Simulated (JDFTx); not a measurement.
# Ca (Im-3m) in JDFTx: equation of state

Aim: energy against volume of Ca in PBE, for its equilibrium volume and stiffness.

All numbers are computed with JDFTx 1.7.0 (patched build); they aren't measurements. Logs are shortened: lines on timing, memory, paths and dates and some standing lists are left out, and cuts for length are marked. The log counts tension as positive stress, the text compression.

## (1) The crystal as given

The structure is cubic, space group Im-3m (No. 229). The conventional cell has a = 4.480 Å, b = 4.480 Å, c = 4.480 Å, α = 90.00°, β = 90.00°, γ = 90.00°. Ca (site symmetry m-3m) is surrounded by 8 Ca at 3.88 Å.

This isn't the form of Ca at room conditions, which is fcc.

## (2) Equation of state, PBE, 42.26 Å³/atom (volume scaled by 0.94)

Input file Ca.in:

```
lattice \
   -4.1465747925     4.1465747925     4.1465747925 \
    4.1465747925    -4.1465747925     4.1465747925 \
    4.1465747925     4.1465747925    -4.1465747925
coords-type Lattice
ion Ca     0.0000000000     0.0000000000     0.0000000000 1

ion-species pseudo/Ca.upf
elec-cutoff 34
elec-ex-corr gga-PBE
kpoint-folding 8 8 8
elec-smearing Fermi 0.0018374661
elec-n-bands 10
electronic-SCF nIterations 100 energyDiffThreshold 1e-08
electronic-minimize nIterations 30 energyDiffThreshold 1e-7
forces-output-coords Cartesian

dump-name run.$VAR
dump End Ecomponents EigStats BandEigs Kpoints Forces Stress
```

Potentials or basis: PseudoDojo-SR-PBE-0.5-standard.

Started as:

```console
> jdftx -c 1 -i Ca.in -o Ca.out
```

Output:

```text
*************** JDFTx 1.7.0 (patched build) ***************

[... 9 lines left out ...]
---------- Initializing the Grid ----------
R =
[     -4.14657      4.14657      4.14657  ]
[      4.14657     -4.14657      4.14657  ]
[      4.14657      4.14657     -4.14657  ]
unit cell volume = 285.186
G =
[ -3.47829e-17   0.757636   0.757636  ]
[   0.757636 -3.47829e-17   0.757636  ]
[   0.757636   0.757636 -3.47829e-17  ]
Minimum fftbox size, Smin = [  40  40  40  ]
Chosen fftbox size, S = [  40  40  40  ]

---------- Exchange Correlation functional ----------
Initalized PBE GGA exchange.
Initalized PBE GGA correlation.

---------- Setting up pseudopotentials ----------
Width of ionic core gaussian charges (only for fluid interactions / plotting) set to 0

Reading pseudopotential file 'pseudo/Ca.upf':
  'Ca' pseudopotential, 'PBE' functional
  Generated using ONCVPSP code by D. R. Hamann
  10 valence electrons, 3 orbitals, 6 projectors, 1001 radial grid points, with lMax = 2
    3S    l: 0   occupation:  2.0   eigenvalue: -1.730591
    3P    l: 1   occupation:  6.0   eigenvalue: -1.029278
    4S    l: 0   occupation:  2.0   eigenvalue: -0.138412
  Core radius for overlap checks: 1.78 bohrs.

Initialized 1 species with 1 total atoms.

Folded 1 k-points by 8x8x8 to 512 k-points.

---------- Setting up k-points, bands, fillings ----------
Reduced to 29 k-points under symmetry.
Computing the number of bands and number of electrons
Calculating initial fillings.
nElectrons:  10.000000   nBands: 10   nStates: 29

----- Setting up reduced wavefunction bases (one per k-point) -----
average nbasis = 2700.170 , ideal nbasis = 2700.479

---------- Setting up ewald sum ----------
Optimum gaussian width for ewald sums = 2.589032 bohr.
Real space sum over 2197 unit cells with max indices [  6  6  6  ]
Reciprocal space sum over 2197 terms with max indices [  6  6  6  ]

---------- Allocating electronic variables ----------
Initializing wave functions:  linear combination of atomic orbitals
Note: number of bands (10) exceeds available atomic orbitals (5)
Ca pseudo-atom occupations:   s ( 2 2 )  p ( 6 )
	FillingsUpdate:  mu: +0.301138090  nElectrons: 10.000000
LCAOMinimize: Iter:   0  F: -36.8241723563166019  |grad|_K:  7.791e-05  alpha:  1.000e+00
	FillingsUpdate:  mu: +0.301163209  nElectrons: 10.000000
LCAOMinimize: Iter:   1  F: -36.8241799310321340  |grad|_K:  2.360e-06  alpha:  8.619e-01  linmin: -9.522e-03  cgtest:  1.141e-01
LCAOMinimize: Encountered beta<0, resetting CG.
	FillingsUpdate:  mu: +0.301163009  nElectrons: 10.000000
LCAOMinimize: Iter:   2  F: -36.8241799391775757  |grad|_K:  4.254e-08  alpha:  1.008e+00  linmin: -1.173e-03  cgtest:  6.395e-03
	FillingsUpdate:  mu: +0.301163021  nElectrons: 10.000000
LCAOMinimize: Iter:   3  F: -36.8241799391804321  |grad|_K:  1.501e-09  alpha:  8.629e-01  linmin: -3.679e-02  cgtest:  2.022e-01
LCAOMinimize: Encountered beta<0, resetting CG.
LCAOMinimize: Converged (|Delta F|<1.000000e-06 for 2 iters).

-------- Electronic minimization -----------
Will mix electronic density at each iteration.
	FillingsUpdate:  mu: +0.301163021  nElectrons: 10.000000
	FillingsUpdate:  mu: +0.196332510  nElectrons: 10.000000
SCF: Cycle:  0   F: -36.881687854015269   dF: -5.751e-02   |Residual|: 1.158e-02   |deigs|: 1.409e-01
	FillingsUpdate:  mu: +0.188092144  nElectrons: 10.000000
SCF: Cycle:  1   F: -36.889358474797241   dF: -7.671e-03   |Residual|: 8.343e-03   |deigs|: 4.116e-02
	FillingsUpdate:  mu: +0.184409833  nElectrons: 10.000000
SCF: Cycle:  2   F: -36.892923251678319   dF: -3.565e-03   |Residual|: 1.077e-02   |deigs|: 1.941e-02
	FillingsUpdate:  mu: +0.181269619  nElectrons: 10.000000
SCF: Cycle:  3   F: -36.893202221611951   dF: -2.790e-04   |Residual|: 2.777e-02   |deigs|: 1.485e-02
	FillingsUpdate:  mu: +0.184027213  nElectrons: 10.000000
SCF: Cycle:  4   F: -36.894318282925710   dF: -1.116e-03   |Residual|: 6.533e-03   |deigs|: 1.374e-02
	FillingsUpdate:  mu: +0.186089296  nElectrons: 10.000000
SCF: Cycle:  5   F: -36.894361751108839   dF: -4.347e-05   |Residual|: 9.600e-03   |deigs|: 9.668e-03
	FillingsUpdate:  mu: +0.184945747  nElectrons: 10.000000
SCF: Cycle:  6   F: -36.894500544676319   dF: -1.388e-04   |Residual|: 3.732e-04   |deigs|: 6.666e-03
	FillingsUpdate:  mu: +0.184907338  nElectrons: 10.000000
SCF: Cycle:  7   F: -36.894518332367873   dF: -1.779e-05   |Residual|: 2.014e-04   |deigs|: 1.877e-03
	FillingsUpdate:  mu: +0.184965785  nElectrons: 10.000000
SCF: Cycle:  8   F: -36.894524031061827   dF: -5.699e-06   |Residual|: 4.923e-04   |deigs|: 9.037e-04
	FillingsUpdate:  mu: +0.184911008  nElectrons: 10.000000
SCF: Cycle:  9   F: -36.894526709352562   dF: -2.678e-06   |Residual|: 1.656e-04   |deigs|: 9.554e-04
	FillingsUpdate:  mu: +0.184931905  nElectrons: 10.000000
SCF: Cycle: 10   F: -36.894527789832509   dF: -1.080e-06   |Residual|: 1.410e-04   |deigs|: 5.952e-04
	FillingsUpdate:  mu: +0.184909235  nElectrons: 10.000000
SCF: Cycle: 11   F: -36.894528314050177   dF: -5.242e-07   |Residual|: 4.367e-05   |deigs|: 4.798e-04
	FillingsUpdate:  mu: +0.184911482  nElectrons: 10.000000
SCF: Cycle: 12   F: -36.894528564782028   dF: -2.507e-07   |Residual|: 1.995e-05   |deigs|: 4.469e-04
	FillingsUpdate:  mu: +0.184910900  nElectrons: 10.000000
SCF: Cycle: 13   F: -36.894528685431752   dF: -1.206e-07   |Residual|: 1.575e-05   |deigs|: 4.335e-04
	FillingsUpdate:  mu: +0.184910038  nElectrons: 10.000000
SCF: Cycle: 14   F: -36.894528736590210   dF: -5.116e-08   |Residual|: 2.276e-05   |deigs|: 1.184e-03
	FillingsUpdate:  mu: +0.184911894  nElectrons: 10.000000
SCF: Cycle: 15   F: -36.894528756628645   dF: -2.004e-08   |Residual|: 1.382e-05   |deigs|: 5.081e-04
	FillingsUpdate:  mu: +0.184911123  nElectrons: 10.000000
SCF: Cycle: 16   F: -36.894528765391982   dF: -8.763e-09   |Residual|: 2.099e-05   |deigs|: 4.243e-04
	FillingsUpdate:  mu: +0.184913234  nElectrons: 10.000000
SCF: Cycle: 17   F: -36.894528770039166   dF: -4.647e-09   |Residual|: 9.020e-06   |deigs|: 1.042e-03
SCF: Converged (|Delta E|<1.000000e-08 for 2 iters).

Setting wave functions to eigenvectors of Hamiltonian

# Stress tensor in Cartesian coordinates [Eh/a0^3]:
[  2.36843e-06            0            0  ]
[            0  2.36843e-06            0  ]
[            0            0  2.36843e-06  ]

# Ionic positions in lattice coordinates:
ion Ca   0.000000000000000   0.000000000000000   0.000000000000000 1

# Forces in Cartesian coordinates:
force Ca   0.000000000000000  -0.000000000000000   0.000000000000000 1

# Energy components:
   Eewald =      -21.9412022670555729
       EH =        9.9393572570553825
     Eloc =      -35.9108215204505612
      Enl =        3.3080780452581613
      Exc =       -7.2906150823588538
 Exc_core =        1.8173205480542807
       KE =       13.1838496554207509
-------------------------------------
     Etot =      -36.8940333640764067
       TS =        0.0004954059627579
-------------------------------------
        F =      -36.8945287700391660

IonicMinimize: Iter:   0  F: -36.894528770039166  |grad|_K:  0.000e+00
IonicMinimize: Converged (|grad|_K<1.000000e-04).

#--- Lowdin population analysis ---
# oxidation-state Ca +0.501

Dumping 'run.eigStats' ...
	eMin: -1.361039 at state 0 ( [ +0.000000 +0.000000 +0.000000 ] spin 0 )
	HOMO: +0.184863 at state 24 ( [ +0.250000 +0.500000 +0.500000 ] spin 0 )
	mu  : +0.184913
	LUMO: +0.186495 at state 27 ( [ +0.375000 +0.500000 +0.500000 ] spin 0 )
	eMax: +0.373276 at state 4 ( [ +0.000000 +0.000000 +0.500000 ] spin 0 )
	HOMO-LUMO gap: +0.001631
	Optical gap  : +0.008077 at state 9 ( [ +0.000000 +0.250000 +0.375000 ] spin 0 )
Done!
```

Run time: 36 s. Hardware: 1 thread of Arm Neoverse V2, shared host; peak memory 0.07 GiB.

What came out:

```
Free energy            : -1003.9513 eV
Pressure               : -0.1 GPa
Band gap on the k mesh : none (metal or under the smearing width)
```

Caveat: the cell was measured hot, at 740 K.

## (3) Equation of state, PBE, 43.16 Å³/atom (volume scaled by 0.96)

Input file Ca.in:

```
lattice \
   -4.1757769856     4.1757769856     4.1757769856 \
    4.1757769856    -4.1757769856     4.1757769856 \
    4.1757769856     4.1757769856    -4.1757769856
coords-type Lattice
ion Ca     0.0000000000     0.0000000000     0.0000000000 1

ion-species pseudo/Ca.upf
elec-cutoff 34
elec-ex-corr gga-PBE
kpoint-folding 8 8 8
elec-smearing Fermi 0.0018374661
elec-n-bands 10
electronic-SCF nIterations 100 energyDiffThreshold 1e-08
electronic-minimize nIterations 30 energyDiffThreshold 1e-7
forces-output-coords Cartesian

dump-name run.$VAR
dump End Ecomponents EigStats BandEigs Kpoints Forces Stress ElecDensity Dtot KEdensity
```

Potentials or basis: PseudoDojo-SR-PBE-0.5-standard.

Started as:

```console
> jdftx -c 1 -i Ca.in -o Ca.out
```

Run time: 45 s. Hardware: 1 thread of Arm Neoverse V2, shared host; peak memory 0.08 GiB.

It converged, with:

| Property | Result |
| --- | --- |
| Free energy | -1003.9501 eV |
| Pressure | -0.4 GPa |
| Band gap on the k mesh | none (metal or under the smearing width) |

Caveat: the cell was measured hot, at 740 K.

## (4) Equation of state, PBE, 44.06 Å³/atom (volume scaled by 0.98)

Edit Ca.in of step 3 so:

```diff
@@ -1,5 +1,5 @@
 lattice \
-   -4.1757769856     4.1757769856     4.1757769856 \
-    4.1757769856    -4.1757769856     4.1757769856 \
-    4.1757769856     4.1757769856    -4.1757769856
+   -4.2045763577     4.2045763577     4.2045763577 \
+    4.2045763577    -4.2045763577     4.2045763577 \
+    4.2045763577     4.2045763577    -4.2045763577
 coords-type Lattice
```

Started as:

```console
> jdftx -c 1 -i Ca.in -o Ca.out
```

Run time: 39 s. Hardware: 1 thread of Arm Neoverse V2, shared host; peak memory 0.08 GiB.

The run converged. Its results:

```yaml
Free_energy: -1003.9470 eV
Pressure: -0.7 GPa
Band_gap_on_the_k_mesh: none (metal or under the smearing width)
```

Caveat: the cell was measured hot, at 740 K.

## (5) Equation of state, PBE, 44.96 Å³/atom

Edit Ca.in of step 4 so:

```diff
@@ -1,5 +1,5 @@
 lattice \
-   -4.2045763577     4.2045763577     4.2045763577 \
-    4.2045763577    -4.2045763577     4.2045763577 \
-    4.2045763577     4.2045763577    -4.2045763577
+   -4.2329865192     4.2329865192     4.2329865192 \
+    4.2329865192    -4.2329865192     4.2329865192 \
+    4.2329865192     4.2329865192    -4.2329865192
 coords-type Lattice
```

Started as:

```console
> jdftx -c 1 -i Ca.in -o Ca.out
```

It took 41 s on 1 thread of Arm Neoverse V2, shared host; peak memory 0.07 GiB.

It converged, with:

* Free energy: -1003.9423 eV
* Pressure: -1.0 GPa
* Band gap on the k mesh: none (metal or under the smearing width)

Caveat: the cell was measured hot, at 740 K.

(Continued in part 2 of 2.)
